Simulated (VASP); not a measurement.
A run of VASP 6.6.1 is set up as follows.

The input POSCAR:

```
Fe
1.0
    2.3111900000      0.0000000000      0.0000000000
    0.0000000000      2.3111900000      0.0000000000
    0.0000000000      0.0000000000     23.8000000000
Fe
1
Direct
    0.0000000000      0.0000000000      0.2941200000
```

The input INCAR.step1:

```
PREC = Accurate
ENCUT = 520
EDIFF = 1E-6
ISMEAR = -1
SIGMA = 0.05
LREAL = False
LASPH = True
NELM = 120
ALGO = Normal
ISIF = 2
LWAVE = False
LCHARG = True
ISPIN = 2
MAGMOM = 3
LMAXMIX = 4
LDIPOL = True
IDIPOL = 3
DIPOL = 0.5 0.5 0.294
GGA = CA
NBANDS = 14
```

KPOINTS.step1

```
regular mesh
0
Gamma
  8 8 1
```

The input INCAR.step2:

```
PREC = Accurate
ENCUT = 520
EDIFF = 1E-6
ISMEAR = -5
SIGMA = 0.05
LREAL = False
LASPH = True
NELM = 120
ALGO = Normal
ISIF = 2
LWAVE = False
LCHARG = False
ISPIN = 2
MAGMOM = 3
LORBIT = 11
LMAXMIX = 4
LDIPOL = True
IDIPOL = 3
DIPOL = 0.5 0.5 0.294
GGA = CA
NBANDS = 14
NEDOS = 2001
ICHARG = 11
```

Contents of KPOINTS.step2:

```
regular mesh
0
Gamma
  12 12 1
```

Potentials or basis: VASP PAW LDA potentials, release 64 (Fe).

Run with:

```bash
$ cat potpaw_LDA.64/Fe/POTCAR > POTCAR
$ cp INCAR.step1 INCAR
$ cp KPOINTS.step1 KPOINTS
$ mpirun -np 1 vasp_std > vasp.out
$ cp INCAR.step2 INCAR
$ cp KPOINTS.step2 KPOINTS
$ mpirun -np 1 vasp_std > vasp.out
```

Q: What does it give for the site moments?

A: Fe +2.56 μB.

Q: Predict the net moment.

A: 2.65 μB per cell.

States per cell in windows of 1 eV (zero at the Fermi level; states under -6 eV left out):
```tsv
from (eV)	up	down	Fe1_d_up	Fe1_d_down	Fe1_p_up	Fe1_p_down	Fe1_s_up	Fe1_s_down
-6.0	0.08	0.00	0.02	0.00	0.00	0.00	0.04	0.00
-5.0	0.21	0.10	0.10	0.01	0.01	0.00	0.06	0.05
-4.0	0.90	0.12	0.71	0.02	0.04	0.01	0.07	0.05
-3.0	1.38	0.33	1.17	0.18	0.04	0.02	0.02	0.06
-2.0	1.63	0.82	1.40	0.63	0.04	0.05	0.04	0.06
-1.0	1.08	1.31	0.97	1.04	0.02	0.06	0.03	0.01
0.0	0.29	1.14	0.15	0.89	0.05	0.05	0.02	0.02
1.0	0.22	1.55	0.05	1.37	0.06	0.05	0.02	0.03
2.0	0.19	0.49	0.03	0.34	0.05	0.05	0.01	0.02
3.0	0.18	0.23	0.03	0.08	0.05	0.04	0.01	0.01
4.0	0.21	0.22	0.02	0.04	0.04	0.04	0.01	0.01
5.0	0.53	0.46	0.04	0.03	0.05	0.04	0.02	0.01
6.0	0.76	0.74	0.04	0.05	0.06	0.05	0.02	0.02
7.0	0.93	0.87	0.06	0.06	0.09	0.06	0.04	0.03
```
